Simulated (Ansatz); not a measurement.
# P (honeycomb monolayer): converging the G0W0 gap

How do accuracy and time trade against each other in G0W0 on P (honeycomb monolayer)?

Calculated with Ansatz 0.2.0; G0W0 on PBEsol, plane waves, PAW; PAW set soft_1.

## Step 1: Starting point

The cell holds 2 atoms: 2 P. Cell: a = 3.219 Å, b = 3.219 Å, c = 25.700 Å, α = 90.0°, β = 90.0°, γ = 120.0°. Vacuum lies along c.

The structure was relaxed with PBEsol-D3(BJ). The runs that relaxed it are not among those shown. The Coulomb interaction is cut off across the vacuum.

## Step 2: 137 empty bands, screening to 41 eV

G0W0 replaces the xc potential by the self-energy, built once from these orbitals. Only a window of levels is corrected, while the sums run over the empty bands that the input names. This step takes PAW set soft_1 files.

Input file input.yaml:

```yaml
crystal:
  lattice:
    - [3.2186668384, 0.0, 0.0]
    - [-1.6093334192, 2.7874472484, 0.0]
    - [0.0, 0.0, 25.7]
  atoms:
    - { symbol: P, position: [0.3333333333, 0.6666666667, 0.5242912685] }
    - { symbol: P, position: [0.6666666667, 0.3333333333, 0.4757087315] }
  periodic: [true, true, false]
kpoints:
  mp_grid: { grid: [6, 6, 1] }
hamiltonian:
  xc: pbesol
  pseudopotentials: { kind: paw, azcp: { folder: soft_1 }, xc_functional: pbe }
scf:
  occupations: { method: fixed }
gw:
  n_empty_bands: 137
  ecut_chi: 41
  qp_bands: [v2, c2]
  qp_kpoints: band_edges
  screening: { model: contour_deformation }
```

Started as:

```
ansatz run input.yaml --threads 8 --pin off --max-ram 17510MiB --backend cpu --events-out ev --progress --plain --runs-dir out
```

Numbers of over 12 decimals in the logs are rounded to 6 here.

What it wrote:

```text
Engine: ansatz 0.2.0, aarch64-unknown-linux-gnu
Pseudopotentials: kind: paw
Pseudopotential: P, paw, valence charge 5, recommended cutoff 420 eV (normal), soft_1/P.paw.azcp
Functional definition: PBEsol
  exchange = pbesol_x
  correlation = pbesol_c
Crystal: 2 atoms, lattice volume = 230.577 Å³
Basis set: ecut = 420 eV, 4585 PW (Γ)
Bands: 9, of which v1, the nominal top of the filled ones, is band 5 counted from 1 (4 counted from 0)
Symmetry: 12 space group operations
Space group: P-3m1 (ITA 164), of the structure as read, at distance tolerance 6.1e-5 Å
k-points: 7 of 36
Non-local potential: P, projectors of the file, l = 0: 2, l = 1: 2, l = 2: 1
PAW form: soft (Blöchl's): semilocal exchange-correlation on the pseudo side does not see the compensation charge
PAW frozen core: P, regenerated for the run's functional, and the local potential with it (the file was generated under x = pbe(κ = 0.804, μ = 0.219515), c = pbe(β = 0.066725))
PAW one-centre angular grid: P, 110 points (default); XC on 64 Gauss nodes
Initial density: superposition of atomic densities (neutral atoms: chi_scale 0, normalization atom)
Initial wavefunctions: pseudopotential atomic-orbital guess
Functional: x = pbesol(κ = 0.804, μ = 0.123457), c = pbesol(β = 0.046)
SCF iter   1: F=—  HF=-1480.046276 eV  |F-HF|=—  |Δ(HF+E_count)|=         —  Δρ=1.58e-2  dr2=4.39e-1  ethr=3.10e-3  ⟨swp⟩=8.3  Hψ=646  notcnv=0  defer=9
preconditioner: auto → none  [insulator: Δε(μ)=1.967 eV  Ē_g=10.299 eV  n_scr=12 (ndim 8)  ℏωp=7.7 eV  f_vac=0.757  ε∞_Penn≈1.6]
SCF iter   2: F=—  HF=-1479.925708 eV  |F-HF|=—  |Δ(HF+E_count)|=   1.21e-1  Δρ=7.04e-3  dr2=6.82e-2  ethr=3.10e-3  ⟨swp⟩=2.9  Hψ=156  notcnv=0  defer=11
SCF iter   3: F=—  HF=-1479.907710 eV  |F-HF|=—  |Δ(HF+E_count)|=   1.80e-2  Δρ=8.86e-4  dr2=1.74e-3  ethr=6.82e-4  ⟨swp⟩=2.9  Hψ=109  notcnv=0  defer=13
SCF iter   4: F=—  HF=-1479.907244 eV  |F-HF|=—  |Δ(HF+E_count)|=   4.67e-4  Δρ=1.82e-4  dr2=5.76e-5  ethr=1.74e-5  ⟨swp⟩=3.6  Hψ=154  notcnv=0  defer=13
SCF iter   5: F=—  HF=-1479.907235 eV  |F-HF|=—  |Δ(HF+E_count)|=   8.33e-6  Δρ=1.86e-5  dr2=8.07e-7  ethr=5.76e-7  ⟨swp⟩=3.0  Hψ=118  notcnv=0  defer=13
SCF iter   6: F=-1479.907236 eV  HF=-1479.907236 eV  |F-HF|=1.97e-8  |Δ(HF+E_count)|=   2.10e-7  Δρ=3.79e-6  dr2=1.76e-8  ethr=1.00e-9  ⟨swp⟩=16.4  Hψ=701  notcnv=0
SCF 1 converged in 6 iterations: F = -1479.907236 eV  dr2 = 1.76e-8
  greatest PAW one-centre occupation: 0.812 electrons in one spin orbital (limit 2), on the P atom at site 1 (counted from 0), in its partial waves of l = 0
NSCF: frozen V_eff on 7 k-points
G₀W₀ screening: q 1/7
[... further progress lines ...]
SCF converged after 6 iterations
Free energy (F): -1479.907236 eV
Harris-Foulkes:  -1479.907236 eV  (|F-HF|=1.97e-8)
Internal energy: -1479.907236 eV  (E = F + TS)
E sigma→0 (E₀):  -1479.907236 eV
Fermi energy:    -6.093060 eV
--- Per-component energies (eV) ---
  E_band       = -114.514744
  E_kinetic    = 136.411331
  E_local      = -5595.549690  (includes V_loc(G=0)·N_el)
  E_nonlocal   = 65.634119
  E_hartree    = 2707.710548
  E_xc         = -143.517404
  E_vxc        = -121.018292  (∫ρ·V_xc dr)
  E_paw        = -1086.415147  (= ΣΔE_a)
  E_vpaw       = -15.416054  (= ΣTr[D̂ρ^β])
  E_aug_tail   = -0.000001  (compensation charges beyond the density's cutoff)
  E_ewald      = 2435.726815
  E_core_change = 0.092192  (= ΣΔE_core)
  E_smearing   = -0.000000  (= −TS)
  E_closure    = -0.000000  (closes the sum)
  Σ components = -1479.907236   (vs F -1479.907236, Δ=0.00e0)
--- Band table (eV; the first three rows and the last of 7) ---
  k-point 0: bands = ["-20.6046", "-12.7739", "-6.7682", "-6.0931", "-6.0931", "-2.0832", "-2.0832", "-1.9444", "-0.8143"]
  k-point 1: bands = ["-20.1373", "-12.4534", "-8.7344", "-6.9453", "-6.4922", "-3.1236", "-1.0594 (-1.0594°)", "-0.3608", "-0.1762"]
  k-point 2: bands = ["-18.7844", "-13.1776", "-10.4353", "-8.0025", "-6.4503", "-4.2662", "-2.1690", "-0.5678", "1.1037"]
  k-point 6: bands = ["-15.8664", "-15.8664", "-11.7615", "-7.9409", "-7.9409", "-4.1980", "-0.6412", "-0.6412", "2.1199"]
  ° read free of the cell's end (the report's vacuum.weakly_bound_levels)
--- G₀W₀: contour deformation, 6 samples at zero and on the imaginary axis and 2 off it, 36 q-points, 137 empty bands' worth ---
  eigenvalues of the whole cell's RPA ε∞ on this k-mesh (on a slab, of 1 + 4πα/V) = 1.1381, 3.4788, 3.4788; static W/v taken at q = 0 is 0.507929
  gw.qp_kpoints: band_edges: 6 of 7 stored k-points solved, in 1 pass; an edge of the gap read off the rows below is read off those points alone
    valence top: of the k-points left out ik 5 came nearest to being solved in a further pass, in band 5 (counted from 1, as in the quasiparticle table): it holds the edge there only if its correction is more favourable than any solved in that band by at least 0.916 eV; those differ by 0.417 eV
    conduction bottom: of the k-points left out ik 5 came nearest to being solved in a further pass, in band 6 (counted from 1, as in the quasiparticle table): it holds the edge there only if its correction is more favourable than any solved in that band by at least 0.996 eV; those differ by 0.280 eV
    ik  band        ε_KS         Σx   Σc(E_QP)       V_xc       Z   E_QP_lin       E_QP  E_QP is
     0     4     -6.0931   -16.8059     1.5224   -15.2378  0.7474    -6.1388    -6.1387  root
     0     5     -6.0931   -16.8059     1.5224   -15.2378  0.7474    -6.1388    -6.1387  root
     0     6     -2.0832    -8.8213    -4.1052   -13.9820  0.7235    -0.9991    -1.0278  root
     0     7     -2.0832    -8.8213    -4.1052   -13.9820  0.7235    -0.9991    -1.0278  root
     1     4     -6.9453   -16.6776     1.7407   -14.8386  0.7399    -7.0438    -7.0436  root
     1     5     -6.4922   -14.2216     1.8965   -11.8628  0.7249    -6.9608    -6.9545  root
     1     6     -3.1236    -8.8054    -3.7309   -13.5232  0.7407    -2.1128    -2.1366  root
     1     7     -1.0594    -9.0203    -4.4941   -14.5649  0.7041     0.0197    -0.0089  root
     2     4     -8.0025   -16.8972     2.1642   -14.5695  0.7297    -8.1670    -8.1660  root
     2     5     -6.4503   -15.5080     1.8448   -13.3330  0.7252    -6.7832    -6.7804  root
     2     6     -4.2662    -8.1493    -3.3463   -12.3437  0.7541    -3.4013    -3.4181  root
     2     7     -2.1690    -6.2369    -3.8742   -10.9011  0.7469    -1.3498    -1.3791  root
     3     4     -8.3960   -17.0127     2.3291   -14.4998  0.7222    -8.5812    -8.5799  root
     3     5     -7.6372   -15.2460     2.0928   -12.8236  0.7038    -7.9730    -7.9668  root
     3     6     -4.1873    -7.9913    -3.5645   -12.4610  0.7551    -3.2620    -3.2821  root
     3     7     -2.7560    -7.2625    -3.3791   -11.3799  0.7380    -2.0068    -2.0178  root
     4     4     -8.9433   -16.2988     2.2633   -13.8416  0.7313    -9.1414    -9.1371  root
     4     5     -6.2240   -15.0346     1.8031   -12.8589  0.7288    -6.6001    -6.5966  root
     4     6     -2.6078    -8.2071    -3.5916   -12.6615  0.7278    -1.7422    -1.7450  root
     4     7     -1.8003    -8.2560    -4.1578   -13.3728  0.7110    -0.8258    -0.8413  root
     6     4     -7.9409   -16.2200     2.4535   -13.4558  0.6951    -8.2553    -8.2516  root
     6     5     -7.9409   -16.2200     2.4535   -13.4558  0.6951    -8.2553    -8.2516  root
     6     6     -4.1980    -7.2814    -3.2540   -11.3106  0.7487    -3.4089    -3.4228  root
     6     7     -0.6412    -6.7467    -4.2136   -11.7801  0.7211     0.1881     0.1786  root
```

Wall time 4 s (8 threads of Arm Neoverse V2, shared host); peak memory 0.88 GiB.

This step gave:

```yaml
bands_summed: 142
plane_waves_in_the_screening_matrix: 141
q_points_in_the_mesh: 36
g0w0_gap_on_the_mesh: 2.716 eV
k_of_the_valence_top: 0, 0, 0
k_of_the_conduction_bottom: 0.3333, 0.3333, 0
starting_gap_on_the_mesh: 1.827 eV
z_at_the_valence_top: 0.7474
z_at_the_conduction_bottom: 0.7487
least_direct_g0w0_gap_on_the_computed_points: 3.362 eV
```

The gap on the mesh goes from 1.83 eV to 2.72 eV, a correction of +0.89 eV, though a band edge has moved to another state.

## Step 3: 340 empty bands, screening to 75 eV

Another rung: the empty bands reach about as high as the screening cutoff, so the two stay in balance.

Changes to input.yaml since step 2:

```diff
@@ -16,5 +16,6 @@
   occupations: { method: fixed }
+  convergence: { dr2_threshold: 1.0e-10 }
 gw:
-  n_empty_bands: 137
-  ecut_chi: 41
+  n_empty_bands: 340
+  ecut_chi: 75.0
   qp_bands: [v2, c2]
```

What it wrote:

```text
[...]
Crystal: 2 atoms, lattice volume = 230.577 Å³
Basis set: ecut = 420 eV, 4585 PW (Γ)
Bands: 9, of which v1, the nominal top of the filled ones, is band 5 counted from 1 (4 counted from 0)
Symmetry: 12 space group operations
[...]
k-points: 7 of 36
[...]
SCF iter   1: F=—  HF=-1480.046276 eV  |F-HF|=—  |Δ(HF+E_count)|=         —  Δρ=1.58e-2  dr2=4.39e-1  ethr=3.10e-3  ⟨swp⟩=8.3  Hψ=646  notcnv=0  defer=9
[...]
SCF iter   8: F=-1479.907236 eV  HF=-1479.907236 eV  |F-HF|=4.55e-13  |Δ(HF+E_count)|=  8.30e-11  Δρ=9.63e-8  dr2=1.77e-11  ethr=1.00e-12  ⟨swp⟩=15.4  Hψ=659  notcnv=0
SCF 1 converged in 8 iterations: F = -1479.907236 eV  dr2 = 1.77e-11
[...]
NSCF: frozen V_eff on 7 k-points
G₀W₀ screening: q 1/7
[... further progress lines ...]
SCF converged after 8 iterations
Free energy (F): -1479.907236 eV
[...]
Internal energy: -1479.907236 eV  (E = F + TS)
E sigma→0 (E₀):  -1479.907236 eV
Fermi energy:    -6.093246 eV
[...]
--- Band table (eV; the first three rows and the last of 7) ---
[...]
° read free of the cell's end (the report's vacuum.weakly_bound_levels)
[...]
0     4     -6.0932   -16.8059     1.1534   -15.2378  0.7409    -6.5112    -6.5079  root
     0     5     -6.0932   -16.8059     1.1534   -15.2378  0.7409    -6.5112    -6.5079  root
     0     6     -2.0834    -8.8214    -4.4057   -13.9820  0.7178    -1.3032    -1.3284  root
     0     7     -2.0834    -8.8214    -4.4057   -13.9820  0.7178    -1.3032    -1.3284  root
     1     4     -6.9455   -16.6776     1.3972   -14.8387  0.7340    -7.3918    -7.3873  root
     1     5     -6.4923   -14.2216     1.6603   -11.8628  0.7199    -7.2061    -7.1908  root
     1     6     -3.1238    -8.8054    -3.9958   -13.5232  0.7352    -2.3855    -2.4018  root
     1     7     -1.0596    -9.0203    -4.7993   -14.5649  0.6977    -0.2995    -0.3143  root
[...]
6     4     -7.9411   -16.2200     2.1829   -13.4558  0.6906    -8.5329    -8.5223  root
     6     5     -7.9411   -16.2200     2.1829   -13.4558  0.6906    -8.5329    -8.5223  root
     6     6     -4.1981    -7.2814    -3.4328   -11.3106  0.7451    -3.5940    -3.6017  root
     6     7     -0.6413    -6.7468    -4.4370   -11.7802  0.7166    -0.0402    -0.0449  root
```

Elapsed: 17 s, on 8 threads; peak memory 2.3 GiB; 2.1 min of CPU time.

This step gave:

- bands summed: 345
- plane waves in the screening matrix: 325
- q-points in the mesh: 36
- G0W0 gap on the mesh: 2.878 eV
- k of the valence top: 0, 0, 0
- k of the conduction bottom: 0, 0.3333, 0
- starting gap on the mesh: 1.827 eV
- Z at the valence top: 0.7409
- Z at the conduction bottom: 0.7495
- least direct G0W0 gap on the computed points: 3.438 eV

Against the run with 6×6×1 mesh, 137 empty bands, screening to 41 eV, PAW set soft_1 files, the gap moves by +0.16 eV.

## Step 4: The runs together

Times are wall times on 8 threads of Arm Neoverse V2, shared host, good to a factor of about two.

```tsv
mesh	files	frequency	bands summed	cutoff (eV)	start (eV)	G0W0 (eV)	time	host memory (GiB)
6×6×1	PAW set soft_1	contour deformation	142	41	1.827	2.716	4 s	0.88
6×6×1	PAW set soft_1	contour deformation	345	75	1.827	2.878	17 s	2.3
```

How the two edges are built up, in eV (the quasiparticle level is the starting level plus Σx plus Σc less Vxc):

```tsv
run	edge	start	Σx	Σc	Vxc	Z	QP
142 bands	valence top	-6.09	-16.81	1.52	-15.24	0.75	-6.14
142 bands	conduction bottom	-4.20	-7.28	-3.25	-11.31	0.75	-3.42
345 bands	valence top	-6.09	-16.81	1.15	-15.24	0.74	-6.51
345 bands	conduction bottom	-4.27	-8.15	-3.56	-12.34	0.75	-3.63
```

 Where G0W0 reorders the edges (142 bands), the two states listed lie further apart at the start than the starting gap.

## Step 5: Outcome

| Quantity | Value |
| --- | --- |
| 142 bands, 41 eV | 2.716 eV |
| 345 bands, 75 eV | 2.878 eV |
| mesh and start | 6×6×1, PBEsol |

From 142 to 345 bands the gap moves by +0.16 eV while the time grows 4.2-fold. The states at the edges change along the series or lie close to crossing, so no limit is drawn from it. The mesh in the plane is coarse for a sheet; gap and any exciton binding can still move on denser ones.

[Paths, hosts, dates, memory and timing lines, banners, echoed tables and standing remarks are left out of the program output.]

[Logs are printed without paths, hosts, clocks, repeated set-up lines and the standing remarks that a program may print on its own settings, such as how far it seeks lower states.]

[Runs of the session that timed out or met a known fault of the program may be left out.]

[Cells called generated may have been cut or substituted from an entry of the Crystallography Open Database or the Materials Project.]

[Hosts, paths, dates, database ids (printed as entryN), source tags and the programs' standing remarks are cut or masked in the printed files.]
